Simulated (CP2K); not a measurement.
The system is W2C.

```
W C
1.0
     3.07005    0.00000    0.00000
    -1.53502    2.65874    0.00000
     0.00000    0.00000    4.67843
W C
2 1
Direct
  0.66667 0.33333 0.25367
  0.33333 0.66667 0.74633
  0.00000 0.00000 0.00000
```

The cell comes from a database or a generator and needn't be the stable form of this composition.

Base run:

```yaml
Program: CP2K 2026.2
Functional: vdW-DF2
Potentials_or_basis: POTENTIAL_UZH W GTH-PBE-q14, C GTH-PBE-q4; TZVP-MOLOPT-PBE-GTH basis
Density_cutoff: 9184 eV
k_mesh: 10 × 10 × 6
Occupations: fermi-dirac, width 0.05 eV
Spin: no spin polarisation
```

Its results: band gap on the k mesh none (metal or under the smearing width); pressure 13.3 GPa; largest force 0.569 eV/Å.

Problem. The run is repeated on the same cell with these changes: functional from vdW-DF2 to PBE. What comes out?

Solution. Band gap on the k mesh none (metal or under the smearing width); pressure -4.0 GPa; largest force 0.016 eV/Å.

Caveats: the basis of atomic orbitals isn't converged, which shifts pressures, moduli and gaps; the potentials were made for another functional, which shifts forces and pressure (some runs).
